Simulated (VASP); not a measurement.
# NiO (Fm-3m) in VASP: settings compared, part 2 of 2

VASP 6.6.1. Earlier steps stand in the parts before.

## Step 4: Relaxation of cell and atoms, r2SCAN+rVV10, collinear spin, ferromagnetic start

INCAR

```
ALGO = Normal ; BPARAM = 11.95
CPARAM = 0.0093 ; EDIFF = 1E-7
EDIFFG = -0.02 ; ENCUT = 600
IBRION = 2 ; ISIF = 3
ISMEAR = 0 ; ISPIN = 2
IVDW_NL = 2 ; LASPH = True
LCHARG = False ; LMAXMIX = 4
LMIXTAU = True ; LORBIT = 11
LREAL = False ; LUSE_VDW = True
LWAVE = False ; MAGMOM = 1 0
METAGGA = R2SCAN ; NELM = 100
NSW = 60 ; PREC = Accurate
SIGMA = 0.05
```

KPOINTS

```
k-points
0
Gamma
  11 11 11
```

POSCAR

```
NiO
1.0
    0.0000000000      2.0859016414      2.0859016414
    2.0859016414      0.0000000000      2.0859016414
    2.0859016414      2.0859016414      0.0000000000
Ni O
1 1
Direct
    0.0000000000      0.0000000000      0.0000000000
    0.5000000000      0.5000000000      0.5000000000
```

Potentials or basis: VASP PAW PBE potentials, release 64 (Ni, O).

On the command line:

```bash
$ cat potpaw_PBE.64/Ni/POTCAR potpaw_PBE.64/O/POTCAR > POTCAR
$ mpirun -np 1 vasp_std > vasp.out
```

OUTCAR:

```text
BPARAM = 11.95
   EDIFF = 1E-7
   EDIFFG = -0.02
   ENCUT = 600
   IBRION = 2
   ISIF = 3
   ISMEAR = 0
   ISPIN = 2
   IVDW_NL = 2
   LASPH = True
   LORBIT = 11
   LREAL = False
   METAGGA = R2SCAN
   NELM = 100
   NSW = 60
   PREC = Accurate

 ion  position               nearest neighbor table
   1  0.000  0.000  0.000-   2 2.09   2 2.09   2 2.09   2 2.09   2 2.09   2 2.09
   2  0.500  0.500  0.500-   1 2.09   1 2.09   1 2.09   1 2.09   1 2.09   1 2.09

  LATTYP: Found a face centered cubic cell.
 ALAT       =     4.1718032828

  Lattice vectors:

 A1 = (   0.0000000000,   2.0859016414,   2.0859016414)
 A2 = (   2.0859016414,   0.0000000000,   2.0859016414)
 A3 = (   2.0859016414,   2.0859016414,   0.0000000000)

Analysis of symmetry for initial positions (statically):
=====================================================================
 Subroutine PRICEL returns:
 Original cell was already a primitive cell.

 Routine SETGRP: Setting up the symmetry group for a
 face centered cubic supercell.

 Subroutine GETGRP returns: Found 48 space group operations
 (whereof 48 operations were pure point group operations)
 out of a pool of 48 trial point group operations.

The static configuration has the point symmetry O_h .

Analysis of symmetry for dynamics (positions and initial velocities):
=====================================================================
 Subroutine PRICEL returns:
 Original cell was already a primitive cell.

 Routine SETGRP: Setting up the symmetry group for a
[... 255 lines left out ...]
 E-fermi :   7.7679     XC(G=0): -13.4566

 val. band max:        7.4980932839   @ k =   0.4545   0.0000   0.0000
 cond. band min:       8.2415127171   @ k =   0.0000   0.0000   0.0000
 fundamental gap:      0.7434194331
 Fermi energy:         7.7679010346

 spin component 1

 k-point     1 :       0.0000    0.0000    0.0000
  band No.  band energies     occupation
      1     -13.5866      1.00000
      2       3.5410      1.00000
      3       3.5410      1.00000
      4       4.4257      1.00000
      5       4.4258      1.00000
      6       4.4258      1.00000
      7       4.7180      1.00000
      8       4.7180      1.00000
      9       4.7180      1.00000
     10       9.6886      0.00000
     11      26.2809      0.00000
     12      27.1734      0.00000
     13      27.1735      0.00000
[... 356 lines left out ...]
      2       0.8385      1.00000
      3       1.6187      1.00000
      4       2.6506      1.00000
      5       4.2531      1.00000
      6       4.7328      1.00000
      7       5.5017      1.00000
      8       5.7026      1.00000
      9       7.1365      1.00000
     10      13.5157      0.00000
     11      20.4653      0.00000
     12      21.5473      0.00000
     13      24.8013      0.00000

 [... further k-points ...]

 spin component 2

 k-point     1 :       0.0000    0.0000    0.0000
  band No.  band energies     occupation
      1     -13.0555      1.00000
      2       5.3108      1.00000
      3       5.3111      1.00000
      4       5.3111      1.00000
      5       5.4049      1.00000
      6       5.4050      1.00000
      7       5.4050      1.00000
      8       8.2415      0.00000
      9       8.2425      0.00000
     10      10.2485      0.00000
     11      26.3739      0.00000
     12      27.5108      0.00000
     13      27.5108      0.00000
[... 397 lines left out ...]
  FREE ENERGIE OF THE ION-ELECTRON SYSTEM (eV)
  ---------------------------------------------------
  free  energy   TOTEN  =       -19.7129644806 eV

  energy  without entropy=      -19.7129644806  energy(sigma->0) =      -19.71296448

 reached required accuracy - stopping structural energy minimisation

 total charge

# of ion       s       p       d       tot
------------------------------------------
    1        0.338   0.421   8.172   8.931
    2        1.551   3.494   0.000   5.045
--------------------------------------------------
tot          1.889   3.916   8.172  13.976

 magnetization (x)

# of ion       s       p       d       tot
------------------------------------------
    1        0.011   0.012   1.670   1.693
    2        0.029   0.247   0.000   0.276
--------------------------------------------------
tot          0.040   0.259   1.670   1.969
```

CONTCAR:

```text
NiO
   1.00000000000000
     0.0000000000000000    2.0875420724705243    2.0875420724705243
     2.0875420724705243    0.0000000000000000    2.0875420724705243
     2.0875420724705243    2.0875420724705243   -0.0000000000000000
  Ni              O
     1     1
Direct
     0.0000000000000000    0.0000000000000000    0.0000000000000000
     0.5000000000000000    0.5000000000000000    0.5000000000000000

  0.00000000E+00  0.00000000E+00  0.00000000E+00
  0.00000000E+00  0.00000000E+00  0.00000000E+00
```

Wall time 3.7 min (1 thread of Intel Xeon Platinum 8559C (Emerald Rapids), shared host); peak memory 0.24 GiB.

What came out:

- Free energy: -19.7130 eV
- Relaxed volume: 9.10 Å³/atom
- Relaxed cell: a = 2.952 Å, b = 2.952 Å, c = 2.952 Å, α = 60.00°, β = 60.00°, γ = 60.00°
- Space group after relaxing (to 0.05 Å): Fm-3m (No. 225)
- Energy gained by relaxing: 0.0 meV/atom
- Ionic steps: 3
- Pressure after relaxing: 0.1 GPa
- Band gap on the k mesh: 0.74 eV, indirect (least direct gap 1.70 eV)
- Net moment: 2.00 μB per cell
- Site moments: Ni +1.69; O +0.28 μB
- Valence electrons inside the program's atomic spheres: Ni 8.93; O 5.04

Final structure:
```yaml
crystal:
  lattice:
    - [0.00000, 2.08754, 2.08754]
    - [2.08754, 0.00000, 2.08754]
    - [2.08754, 2.08754, 0.00000]
  atoms:
    - { symbol: Ni, position: [0.00000, 0.00000, 0.00000] }
    - { symbol: O, position: [0.50000, 0.50000, 0.50000] }
```

Caveat: the PAW data sets were made with another functional, which shifts forces and pressure a little; an odd mesh through Γ misses points on the zone boundary, where band edges often lie; a cell with one magnetic atom can't hold antiferromagnetic order, which such compounds often take.

## Step 5: Summary

| level | gap on the mesh (eV) | pressure (GPa) | moment (μB) | relaxed volume (Å³/atom) |
| --- | --- | --- | --- | --- |
| r2SCAN | 0.77 | 0.1 | 2.00 | 9.17 |
| SCAN | 0.94 | 0.0 | 2.00 | 9.13 |
| r2SCAN+rVV10 | 0.74 | 0.1 | 2.00 | 9.10 |

Alike in all rows: task relaxation of cell and atoms; potentials or basis VASP PAW PBE potentials, release 64 (Ni, O); spin collinear, ferromagnetic start; cell relaxed; k mesh 11 × 11 × 11; cutoff (eV) 600; smearing gaussian 0.05 eV.

Caveats: the PAW data sets were made with another functional, which shifts forces and pressure a little; an odd mesh through Γ misses points on the zone boundary, where band edges often lie; a cell with one magnetic atom can't hold antiferromagnetic order, which such compounds often take.

Total energies depend on the potentials used, so only differences within one code and one set of settings carry meaning.
